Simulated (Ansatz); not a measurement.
# Σ9 (221) boundary in fcc Pt with H (interstitial): structure and resistance, part 2 of 2

Wanted: what the Σ9 (221) boundary in fcc Pt with H (interstitial) costs an interconnect.

Ansatz 0.2.0; Ansatz plane-wave DFT, PBE, PAW files; relaxation of a bicrystal slab with its lowest layers held; PAW set soft_1 (the session's first sound run).

So far. Step 2 (Relaxing the bicrystal): The largest force component on a free atom ends at 0.021 eV/Å, under the tolerance of 0.03, after 16 steps.

## (3) Transmission across the boundary

Bulk layers of each grain are laid under and over the relaxed boundary, and a lead is named in the middle of each, away from the free faces. The mesh across the current, 22×8, is finer than the density's, because channels open and close sharply across the zone. Energies from -0.1 to 0.1 eV in steps of 0.05 eV are too few for the program's thermal sum, so it prints no conductance; for a metal the transmission near the Fermi level serves, at a fraction of the cost.

This step: Ansatz plane-wave DFT, PBE, PAW files; ballistic transport by layer matching (Landauer), zero bias; boundary relaxed in a short slab, bulk layers laid on; PAW set soft_1 (Ansatz 0.2.0).

System of this step: Σ9 (221) boundary in fcc Pt with H (interstitial). The cell holds 67 atoms: 66 Pt and 1 H. Cell: a = 2.773 Å, b = 8.319 Å, c = 51.353 Å, α = 90.0°, β = 90.0°, γ = 90.0°. It derives from Pt. Regions: lower grain, 27 atoms (27 Pt); boundary, 19 atoms (18 Pt and 1 H); upper grain, 21 atoms (21 Pt). Vacuum lies along c.

Input file input.yaml:

```yaml
crystal:
  lattice:
    - [2.7731313745, 0.0, 0.0]
    - [0.0, 8.3193941234, 0.0]
    - [0.0, 0.0, 51.3528017433]
  atoms:
    - { symbol: Pt, position: [-17.9999999993, -9.9999999997, 0.0778925368] }
    - { symbol: Pt, position: [-17.4999999993, -9.7222222219, 0.0906208264] }
    - { symbol: Pt, position: [-16.9999999993, -9.4444444442, 0.103349116] }
    - { symbol: Pt, position: [-16.4999999994, -9.1666666664, 0.1160774057] }
    - { symbol: Pt, position: [-15.9999999994, -8.8888888886, 0.1288056953] }
    - { symbol: Pt, position: [-15.4999999994, -8.6111111109, 0.1415339849] }
    - { symbol: Pt, position: [-14.9999999994, -8.3333333331, 0.1542622745] }
    - { symbol: Pt, position: [-14.4999999994, -8.0555555553, 0.1669905641] }
    - { symbol: Pt, position: [-13.9999999995, -7.7777777776, 0.1797188538] }
    - { symbol: Pt, position: [-13.4999999995, -7.4999999998, 0.1924471434] }
    - { symbol: Pt, position: [-12.9999999995, -7.222222222, 0.205175433] }
    - { symbol: Pt, position: [-12.4999999995, -6.9444444442, 0.2179037226] }
    - { symbol: Pt, position: [-11.9999999995, -6.6666666665, 0.2306320122] }
    - { symbol: Pt, position: [-11.4999999995, -6.3888888887, 0.2433603018] }
    - { symbol: Pt, position: [-10.9999999996, -6.1111111109, 0.2560885915] }
    - { symbol: Pt, position: [-10.4999999996, -5.8333333332, 0.2688168811] }
    - { symbol: Pt, position: [-9.9999999996, -5.5555555554, 0.2815451707] }
    - { symbol: Pt, position: [-9.4999999996, -5.2777777776, 0.2942734603] }
    - { symbol: Pt, position: [-8.9999999996, -4.9999999998, 0.3070017499] }
    - { symbol: Pt, position: [-8.4999999997, -4.7222222221, 0.3197300396] }
    - { symbol: Pt, position: [-7.9999999997, -4.4444444443, 0.3324583292] }
    - { symbol: Pt, position: [-7.4999999997, -4.1666666665, 0.3451866188] }
    - { symbol: Pt, position: [-6.9999999997, -3.8888888888, 0.3579149084] }
    - { symbol: Pt, position: [-6.4999999997, -3.611111111, 0.370643198] }
    - { symbol: Pt, position: [-5.9999999997, -3.3333333332, 0.3833714876] }
    - { symbol: Pt, position: [-5.4999999998, -3.0555555554, 0.3960997773] }
    - { symbol: Pt, position: [-4.9999999998, -2.7777777777, 0.4088280669] }
    - { symbol: Pt, position: [0.5000000002, 0.5000000001, 0.4215563565] }
    - { symbol: Pt, position: [-0.0011576078, 0.7846537971, 0.435417832] }
    - { symbol: Pt, position: [0.4986108273, 0.0619652191, 0.4488639327] }
    - { symbol: Pt, position: [-0.0015577181, 0.3402884867, 0.4616076556] }
    - { symbol: Pt, position: [0.4977585824, 0.6245549869, 0.4734606586] }
    - { symbol: Pt, position: [-0.0029374419, 0.9002595835, 0.4889540626] }
    - { symbol: Pt, position: [0.4967736258, 0.1792570119, 0.501791193] }
    - { symbol: Pt, position: [-0.0031056144, 0.4563124142, 0.5122213752] }
    - { symbol: Pt, position: [0.4953716643, 0.7360873958, 0.5283760958] }
    - { symbol: Pt, position: [-0.0052295073, 0.0199081229, 0.541078844] }
    - { symbol: H, position: [0.0002485573, 0.3680182716, 0.5424987916] }
    - { symbol: Pt, position: [-0.0076475347, 0.532296465, 0.5636576622] }
    - { symbol: Pt, position: [0.4902574647, 0.2314004348, 0.5760291423] }
    - { symbol: Pt, position: [-0.0099955455, 0.9578236198, 0.5910920661] }
    - { symbol: Pt, position: [0.4905146821, 0.6873382888, 0.6023035821] }
    - { symbol: Pt, position: [-0.0104764836, 0.4042271353, 0.6149207068] }
    - { symbol: Pt, position: [0.4889933641, 0.1284455688, 0.6303198649] }
    - { symbol: Pt, position: [-0.0110716378, 0.8417458845, 0.6424428197] }
    - { symbol: Pt, position: [0.4882612501, 0.5577867604, 0.6548133812] }
    - { symbol: Pt, position: [-5.0117387499, -2.7199910174, 0.6675416708] }
    - { symbol: Pt, position: [-5.5117387499, -2.9977687951, 0.6802699604] }
    - { symbol: Pt, position: [-6.0117387499, -3.2755465729, 0.6929982501] }
    - { symbol: Pt, position: [-6.5117387499, -3.5533243507, 0.7057265397] }
    - { symbol: Pt, position: [-7.0117387498, -3.8311021285, 0.7184548293] }
    - { symbol: Pt, position: [-7.5117387498, -4.1088799062, 0.7311831189] }
    - { symbol: Pt, position: [-8.0117387498, -4.386657684, 0.7439114085] }
    - { symbol: Pt, position: [-8.5117387498, -4.6644354618, 0.7566396982] }
    - { symbol: Pt, position: [-9.0117387498, -4.9422132395, 0.7693679878] }
    - { symbol: Pt, position: [-9.5117387497, -5.2199910173, 0.7820962774] }
    - { symbol: Pt, position: [-10.0117387497, -5.4977687951, 0.794824567] }
    - { symbol: Pt, position: [-10.5117387497, -5.7755465729, 0.8075528566] }
    - { symbol: Pt, position: [-11.0117387497, -6.0533243506, 0.8202811462] }
    - { symbol: Pt, position: [-11.5117387497, -6.3311021284, 0.8330094359] }
    - { symbol: Pt, position: [-12.0117387497, -6.6088799062, 0.8457377255] }
    - { symbol: Pt, position: [-12.5117387496, -6.8866576839, 0.8584660151] }
    - { symbol: Pt, position: [-13.0117387496, -7.1644354617, 0.8711943047] }
    - { symbol: Pt, position: [-13.5117387496, -7.4422132395, 0.8839225943] }
    - { symbol: Pt, position: [-14.0117387496, -7.7199910173, 0.896650884] }
    - { symbol: Pt, position: [-14.5117387496, -7.997768795, 0.9093791736] }
    - { symbol: Pt, position: [-15.0117387495, -8.2755465728, 0.9221074632] }
kpoints:
  mp_grid: { grid: [9, 3, 1] }
hamiltonian:
  xc: pbe
  pseudopotentials: { kind: paw, azcp: { folder: soft_1 } }
scf:
  occupations: { method: fermi_dirac, width: 0.1 }
output:
  transmission:
    leads: [[14, 15], [55, 56]]
    kmesh: [22, 8]
    e_range: [-0.1, 0.1]
    de: 0.05
  write_potential: true
  write_density: true
  volumetric_format: npy
  elf: true
```

Run with:

```sh
$ ansatz run input.yaml --threads 4 --pin off --max-ram 15360MiB --backend cpu --events-out ev --progress --plain --runs-dir out
```

Numbers of over 12 decimals in the logs are rounded to 6 here.

The log of the run:

```text
[...]
Crystal: 67 atoms, lattice volume = 1184.749 Å³
Basis set: ecut = 420 eV, 23253 PW (Γ)
Bands: 714, of which v1, the nominal top of the filled ones, is band 595 counted from 1 (594 counted from 0)
Symmetry: 1 space group operations
[...]
k-points: 14 of 27 (time reversal used)
[...]
SCF iter   1: F=—  HF=-826664.820911 eV  |F-HF|=—  |Δ(HF+E_count)|=         —  Δρ=8.12e-2  dr2=1.43e2  ethr=3.10e-3  ⟨swp⟩=6.0  Hψ=34587  notcnv=0  defer=547
[...]
SCF iter  13: F=-826641.977336 eV  HF=-826641.977336 eV  |F-HF|=7.47e-8  |Δ(HF+E_count)|=   1.00e-8  Δρ=1.27e-6  dr2=7.87e-8  ethr=8.41e-12  ⟨swp⟩=12.2  Hψ=37680  notcnv=0
SCF 1 converged in 13 iterations: F = -826641.977336 eV  dr2 = 7.87e-8
[...]
transmission: 648 of 6480 steps passed
transmission: 1296 of 6480 steps passed
[...]
transmission: 6480 of 6480 steps passed
WARN: The output density's exchange-correlation potential varies sharply where the density is thin. Do not read a vacuum level from v_tot or v_xc, or from such a field of the output density. On a cell that repeats whose density bears no net charge and no dipole along the vacuum's axis use v_es (v_loc + v_h of the components); under efield.dipole_correction with no amplitude use v_es + v_field, which holds any externa [...]
SCF converged after 13 iterations
Free energy (F): -826641.977336 eV
[...]
Internal energy: -826638.404248 eV  (E = F + TS)
E sigma→0 (E₀):  -826640.190792 eV
Entropy (-TS):   -3.573087 eV (-53.330 meV/atom)
Fermi energy:    18.769032 eV
[...]
--- Band table (eV; the first three rows and the last of 14) ---
  k-point 0: bands = [... 591 lower, 18.3964, 18.4020, 18.4136, 18.4282, 18.4505, 18.4574, 18.4823, 18.5208, ... 115 higher]
  k-point 1: bands = [... 591 lower, 18.5229, 18.5267, 18.5449, 18.5497, 18.5643, 18.6019, 18.6147, 18.6326, ... 115 higher]
  k-point 2: bands = [... 591 lower, 18.5226, 18.5294, 18.5350, 18.5445, 18.5567, 18.5692, 18.5856, 18.5928, ... 115 higher]
  k-point 13: bands = [... 591 lower, 19.1283, 19.1453, 19.1636, 19.1893, 19.2025, 19.3736, 19.5287, 19.5975, ... 115 higher]
--- Transmission ---
  basis      : 203 plane waves across, 72 finite elements along
  points     : 90, standing for a mesh of 22 x 8
  energies   : 5 from -0.100000 to 0.100000 eV about the Fermi level, 0.050000 eV apart; the leads are filled to 0.000000 eV, and channels, transmission and decay are at 0.000000 eV
  crystal 0  : Pt4, at the sites [14, 15], period 2.6145 Å, over 18.30 Å; its Hamiltonian steps by up to 27.4 meV: too much for a lead, lay more layers or, if its atoms are ordered, name the step of that order
    offset         : up to 0.0000 Å between an atom of the period and one for which it stands
    channels       : 6.085227e0 a spin
    conductance    : none, the energies end too early or step too widely for 300 K: set another output.transmission.e_range or a lower de, or, where they end at an eighth of basis.ecutwfc, a higher one
[...]
channels       : 6.085227e0 a spin
[...]
junction   : crystal 0 to crystal 1, 12.82 to 38.53 Å
    transmission   : 2.803824e0 a spin
[...]
```

It took 38 min on 4 threads of Arm Neoverse V1, shared host; peak memory 12 GiB.

Reading the cycles: dr2 is the Hartree energy of the density residual (eV), the measure of convergence; HF is the Harris–Foulkes estimate of the energy, which meets the free energy F at convergence.

Numbers from this step:

```
free energy                                    : -826641.9773 eV
energy at zero smearing                        : -826640.1908 eV
Fermi energy                                   : 18.77 eV
cell area                                      : 23.07 Å²
transmission per spin nearest the Fermi level  : 2.804
open channels per spin nearest the Fermi level : 6.085
open channels per spin, upper lead             : 6.085
step of the lead's potential                   : 27.4 meV
step of the upper lead's potential             : 27.4 meV
```

Per spin. The transmission, zone mean by energy, zero at the Fermi level:

| energy (eV) | transmission, zone mean |
| --- | --- |
| -0.1000 | 2.92 |
| -0.0500 | 2.85 |
| 0.0000 | 2.80 |
| 0.0500 | 2.65 |
| 0.1000 | 2.50 |

Per spin. Open channels, zone mean against energy, zero at the Fermi level:

| energy (eV) | lead | upper lead |
| --- | --- | --- |
| -0.1000 | 6.93 | 6.93 |
| -0.0500 | 6.53 | 6.58 |
| 0.0000 | 6.09 | 6.09 |
| 0.0500 | 5.41 | 5.46 |
| 0.1000 | 4.94 | 4.96 |

Transmission over k1 and k2. At 0.0000 eV from the Fermi level.

Ten even steps from '_' (1.18) to '@' (5.00):
```
##**::--======--::--**@@**--::--==++==--::**
============--::==----%%----==::--========--
::--======----====::::##::::====----======--
__....__++****++::::**##**::::++****++__....
::--======----====::::##::::====----======--
==--========--::==----%%----==::--==========
##**::--==++==--::--**@@**--::--======--::**
##**__::==========++++@@++++==========::__**
```
Columns: k1 (b1) from -0.5 to 0.455; rows upwards: k2 (b2) from -0.5 to 0.375.

Open channels over k1 and k2. At 0.0000 eV from the Fermi level.

Values, 8 rows by 16 columns, each cell a mean:
```
9.5 6.9 5.2 5.4 5.4 4.1 4.9 7.5 8.7 6.9 4.4 4.4 5.6 5.1 5.5 7.5
6.0 6.0 6.6 5.0 4.4 5.1 6.0 5.3 6.5 5.5 5.9 4.6 4.6 5.4 6.5 6.0
6.0 6.0 6.8 7.0 7.6 6.2 5.1 4.7 6.5 4.5 5.6 6.7 7.4 7.0 6.5 6.0
6.0 4.9 6.6 9.0 9.0 7.4 4.0 6.2 7.0 5.4 4.4 8.4 9.0 8.6 5.6 5.5
6.0 6.0 6.8 7.0 7.6 6.2 5.1 4.7 6.5 4.5 5.6 6.7 7.4 7.0 6.5 6.0
6.0 6.0 6.6 5.0 4.4 5.1 6.0 5.3 6.5 5.5 5.9 4.6 4.6 5.4 6.5 6.0
9.5 6.9 5.2 5.4 5.4 4.1 4.9 7.5 8.7 6.9 4.4 4.4 5.6 5.1 5.5 7.5
9.5 5.8 4.2 6.0 6.0 6.0 6.0 7.5 8.0 6.9 6.0 6.0 6.0 5.6 4.0 6.9
```
Columns: k1 (b1) from -0.5 to 0.455; rows upwards: k2 (b2) from -0.5 to 0.375.

Electrostatic potential energy in the cb plane at fractional x = 0.000, with atoms of Pt and H within 0.2 Å of it. With pseudopotentials it is smooth inside the atoms' cores, unlike the true potential.

Values in eV, 12 rows by 16 columns, each cell a mean:
```
 18  20  18  20   0 -44   7  -8 -18   8 -49 -14  11  -5  18  19
 20  16 -22   4  -2 -47   6  19  19  19 -11   8 -12 -48  10  15
  6   9 -50 -14  17   5  19  19  22  22  20  20  -1 -33  12 -28
-32  15 -16   7  20  21  21  19  21  20  20  19  19  15  17 -37
-24  19  19  21  19  20  17  20   3 -20  17  20  22  20  19   5
 15  19  20  21  20  14 -27   4 -17 -49  11  11  14  19  20  21
 22  20  20   4   2   6 -51 -11   1 -16  15 -34 -23  19  18  20
 19  14  19 -32 -35  14 -14   4   1  19  18 -34 -23  14 -21   8
 -4 -36  13 -19 -22  19  19  21  20  20  20  11  13   5 -51  -9
-12 -48  10  16  16  20  19  21  21  19  20  22  20  15 -21   7
 13  -1  19  19  22  20  20   1  -7  19  17  20  19  20  19  19
 20  21  21  19  19   9  18 -28 -42  12 -27   2  20  21  20  19
```
Columns run along c (16.0 Å, from fractional 0.39 to 0.70 of the cell; values clipped at the 3rd and 97th percentile), rows up along b (8.3 Å). Atoms in or near the plane, at fractional coordinates: Pt at (0.41, 0.22), Pt at (0.44, 0.78), Pt at (0.46, 0.34), Pt at (0.49, 0.90), Pt at (0.51, 0.46), Pt at (0.54, 0.02), H at (0.54, 0.37), Pt at (0.56, 0.53), Pt at (0.59, 0.96), Pt at (0.61, 0.40), Pt at (0.64, 0.84), Pt at (0.67, 0.28), Pt at (0.69, 0.72).

ELF in the cb plane at fractional x = 0.000, with atoms of Pt and H within 0.2 Å of it. It is the smooth field of the valence electrons, not physical close to the nuclei.

Values, 12 rows by 16 columns, each cell a mean:
```
0.27 0.21 0.22 0.24 0.34 0.56 0.33 0.38 0.47 0.34 0.57 0.39 0.28 0.40 0.25 0.24
0.24 0.26 0.49 0.32 0.36 0.57 0.31 0.25 0.24 0.23 0.44 0.30 0.41 0.57 0.29 0.26
0.31 0.30 0.57 0.41 0.25 0.34 0.24 0.26 0.16 0.10 0.23 0.25 0.36 0.51 0.29 0.48
0.50 0.26 0.44 0.32 0.26 0.19 0.17 0.27 0.23 0.19 0.24 0.26 0.21 0.27 0.25 0.53
0.47 0.24 0.22 0.18 0.27 0.21 0.23 0.24 0.33 0.46 0.25 0.24 0.15 0.22 0.25 0.34
0.26 0.25 0.23 0.16 0.25 0.25 0.50 0.33 0.42 0.57 0.28 0.29 0.27 0.25 0.22 0.17
0.15 0.22 0.25 0.34 0.33 0.30 0.57 0.43 0.46 0.44 0.27 0.52 0.46 0.24 0.23 0.19
0.22 0.27 0.24 0.50 0.52 0.27 0.43 0.55 0.75 0.24 0.24 0.52 0.46 0.26 0.47 0.31
0.37 0.53 0.28 0.44 0.47 0.24 0.24 0.23 0.28 0.23 0.24 0.30 0.27 0.32 0.58 0.40
0.41 0.57 0.29 0.26 0.24 0.24 0.25 0.17 0.19 0.26 0.22 0.15 0.24 0.27 0.48 0.31
0.28 0.38 0.24 0.26 0.15 0.21 0.25 0.36 0.39 0.24 0.24 0.20 0.26 0.21 0.21 0.25
0.25 0.19 0.18 0.27 0.23 0.31 0.24 0.46 0.54 0.30 0.49 0.36 0.24 0.19 0.20 0.26
```
Columns run along c (16.0 Å, from fractional 0.39 to 0.70 of the cell), rows up along b (8.3 Å). Atoms in or near the plane, at fractional coordinates: Pt at (0.41, 0.22), Pt at (0.44, 0.78), Pt at (0.46, 0.34), Pt at (0.49, 0.90), Pt at (0.51, 0.46), Pt at (0.54, 0.02), H at (0.54, 0.37), Pt at (0.56, 0.53), Pt at (0.59, 0.96), Pt at (0.61, 0.40), Pt at (0.64, 0.84), Pt at (0.67, 0.28), Pt at (0.69, 0.72).

Valence density in the cb plane at fractional x = 0.000, with atoms of Pt and H within 0.2 Å of it. It is the smooth field of the valence electrons, not physical close to the nuclei.

Ten even steps from '0' (0 e/Å³) to '9' (11 e/Å³), each cell a mean:
```
00000000000002542000256410038972000000000000
00000000000015984100011100026851000233100000
00000022100015884000000000002320001687200000
00000267510002441000000000000000002698300001
00000389720000000000000000000000001464100035
42000257510000000000000000000000000111000169
84100012100000000000000000000000000000000158
94100000000000000000000000000000000000000024
52000000000000000000000134310000000000000000
10000000000000000110000279720000000000000000
00000000000000002563100279720000110000000000
00000000000000003896100135310003541000000000
00000000013310003785100001000016983000000000
00000000037841001231001000000015873000012100
00011000149951000000000000000002431000267410
01354100025630000000000000000000000000489610
02697300001100000000000000000000000000377410
02687200000000000000000000000000000000122100
00243100000000000000000000000000000000000000
00000000000000000000123100000000000000000000
00000000000000000000278510001110000000000000
00000000000000100000389620015641000000000000
```
Columns run along c (16.0 Å, from fractional 0.39 to 0.70 of the cell), rows up along b (8.3 Å). Atoms in or near the plane, at fractional coordinates: Pt at (0.41, 0.22), Pt at (0.44, 0.78), Pt at (0.46, 0.34), Pt at (0.49, 0.90), Pt at (0.51, 0.46), Pt at (0.54, 0.02), H at (0.54, 0.37), Pt at (0.56, 0.53), Pt at (0.59, 0.96), Pt at (0.61, 0.40), Pt at (0.64, 0.84), Pt at (0.67, 0.28), Pt at (0.69, 0.72).

Over the solved energies the transmission per spin lies between 2.50 and 2.92, out of 5.98 channels of the lead on average (up to 6.93). The log calls the step of a lead's potential too much.

## (4) Specific resistance

This step: Ansatz plane-wave DFT, PBE, PAW files; ballistic transport by layer matching (Landauer), zero bias; specific resistance of the boundary; PAW set soft_1 (Ansatz 0.2.0).

This step gave:

```
area resistance                      : 0.5874 fΩ m²
T over the leads' mean channel count : 0.4583
```

Averaged over the energies near the Fermi level, 45.8 % of the channels pass, which makes 0.587 fΩ m².

By hand, with T and the leads' channels N averaged over the energies near the Fermi level: RA = A (h/2e²)(1/T − ½[1/N₁ + 1/N₂]) = 23.07×10⁻²⁰ m² × 12 906 Ω × (1/2.746 − ½[1/5.981 + 1/6.003]) = 0.587 fΩ m².

## (5) Outcome

| Property | Result |
| --- | --- |
| specific resistance of the boundary | 0.587 fΩ m² |
| share of channels that pass | 0.458 |

In words: The boundary has a specific resistance of 0.59 fΩ m². The boundary reflects 54 % of the channels; 0.59 fΩ m² is 5.9×10⁻¹² Ω·cm². That equals the resistance of 5.4 nm of bulk Pt at 300 K (measured 10.8 µΩ cm, CRC Handbook of Chemistry and Physics, 84th ed., 2003, Electrical Resistivity of Pure Metals). One H in 23.1 Å² of boundary is a high coverage. In the relaxation the upper grain slid sideways by about 0.5 Å, so the result belongs to the position that it found, not to the starting one. One starting structure was relaxed; another shift or atom count at the boundary may lie lower. Spin-orbit coupling is left out, which matters for Pt. A lead's potential steps by up to 27 meV from period to period, which the log calls too much, so longer leads could move the result.

[Logs are printed without paths, hosts, clocks, repeated set-up lines and the standing remarks that a program may print on its own settings, such as how far it seeks lower states.]

[Hosts, paths, dates, database ids (printed as entryN), source tags and the programs' standing remarks are cut or masked in the printed files.]
